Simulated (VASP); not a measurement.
Set up this calculation in VASP 6.6.1, as the native input.

```yaml
Task: single point
Functional: PBE
Potentials_or_basis: VASP PAW PBE potentials, release 64 (Pt, S)
Cutoff: 520 eV
k_mesh: 6 × 6 × 4
Occupations: gaussian, width 0.05 eV
Spin: collinear spin, ferromagnetic start
Starting_moments: "[0.5, 0.0, 0.0] μB"
Fixed_moment: 3 μB
Hubbard_terms: Pt d U = 6 eV
Further_INCAR_settings: ALGO = Normal; EDIFF = 1e-06; NBANDS = 22
```

The structure of PtS2 lies in POSCAR:

```
PtS2
1.0
    3.1165126000     -1.9104842100      0.0000000000
    3.1165126000      1.9104842100      0.0000000000
   -0.0030682400      0.0000000000      4.3949362900
Pt S
1 2
Direct
    0.0000000000      0.0000000000      0.0000000000
    0.6879000000      0.6879000000      0.2889000000
    0.3121000000      0.3121000000      0.7111000000
```

The cell was built by a generator and isn't the measured one.

One way to write it, as run:

INCAR

```
ALGO     = Normal         # electronic algorithm
EDIFF    = 1E-6           # SCF threshold, eV
ENCUT    = 520            # plane-wave cutoff, eV
GGA      = PE             # functional
ISIF     = 2              # what is computed and relaxed
ISMEAR   = 0              # smearing method
ISPIN    = 2              # spin polarisation
LASPH    = True           # aspherical terms in the spheres
LCHARG   = True           # write CHGCAR
LDAU     = True           # DFT+U
LDAUJ    = 0 0          
LDAUL    = 2 -1           # shell
LDAUPRINT= 1            
LDAUTYPE = 2            
LDAUU    = 6 0            # U, eV
LELF     = True           # ELF
LMAXMIX  = 4              # l up to which the mixer works
LORBIT   = 11             # projections on sites
LREAL    = False          # projectors in reciprocal space
LVHAR    = True         
LWAVE    = False          # write WAVECAR
MAGMOM   = 0.5 0 0        # initial moments
NBANDS   = 22             # bands
NELM     = 60             # most SCF steps
NUPDOWN  = 3              # fixed moment
PREC     = Accurate       # precision mode
SIGMA    = 0.05           # smearing width, eV
```

KPOINTS

```
k-points
0
Gamma
  6 6 4
```

Potentials or basis: VASP PAW PBE potentials, release 64 (Pt, S).

Launch:

```console
$ cat potpaw_PBE.64/Pt/POTCAR potpaw_PBE.64/S/POTCAR > POTCAR
$ mpirun -np 1 vasp_std > vasp.out
```

It gave:

| Property | Result |
| --- | --- |
| Pressure | 6.3 GPa |
| Largest force | 0.513 eV/Å |
| Net moment | 3.00 μB per cell |
| Site moments | Pt +1.16; S +0.63 μB |
| Valence electrons inside the program's atomic spheres | Pt 9.67; S 3.58 |

Caveat: the moment is held away from its start; the total moment is fixed, so each spin has its own Fermi level.

It took 110 s on 1 thread of Intel(R) Xeon(R) Platinum 8259CL CPU @ 2.50GHz (Skylake/Cascade Lake), with other jobs on the host, peak memory 0.24 GiB.
